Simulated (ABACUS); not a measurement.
Crystal: NiO.

```xyz
2
Lattice="0.0000 2.0859 2.0859 2.0859 0.0000 2.0859 2.0859 2.0859 0.0000" Properties=species:S:1:pos:R:3 pbc="T T T"
Ni    0.0000    0.0000    0.0000
O     2.0859    2.0859    2.0859
```

Base run:

| Item | Value |
| --- | --- |
| Program | ABACUS 3.10.1 |
| Functional | r2SCAN |
| Potentials or basis | SG15 ONCV 1.2 PBE |
| Cutoff | 1537 eV |
| Density cutoff | 6150 eV |
| Basis | plane waves |
| k mesh | 7 × 7 × 7 |
| Occupations | fermi-dirac, width 0.05 eV |
| Spin | collinear spin, ferromagnetic start |
| Starting moments | [1.0, 0.0] μB |

Its results: band gap on the k mesh 0.73 eV, indirect (least direct gap 1.68 eV); pressure 1.5 GPa; net moment 2.00 μB per cell.

**Question.** The run is repeated on the same cell with these changes: functional from r2SCAN to revTPSS. What comes out?

**Answer.** Band gap on the k mesh none (metal or under the smearing width); pressure 2.2 GPa; net moment 1.94 μB per cell.

Caveats: some runs use coarse meshes; the potentials were made for another functional, which shifts forces and pressure; a cell with one magnetic atom can't hold antiferromagnetic order, which such compounds often take; an odd mesh through Γ misses points on the zone boundary, where band edges often lie (some runs); semilocal functionals often make such compounds metallic where correlation or magnetic order opens a gap, which also shifts bond lengths (some runs).

Not every run made on this cell is shown here.
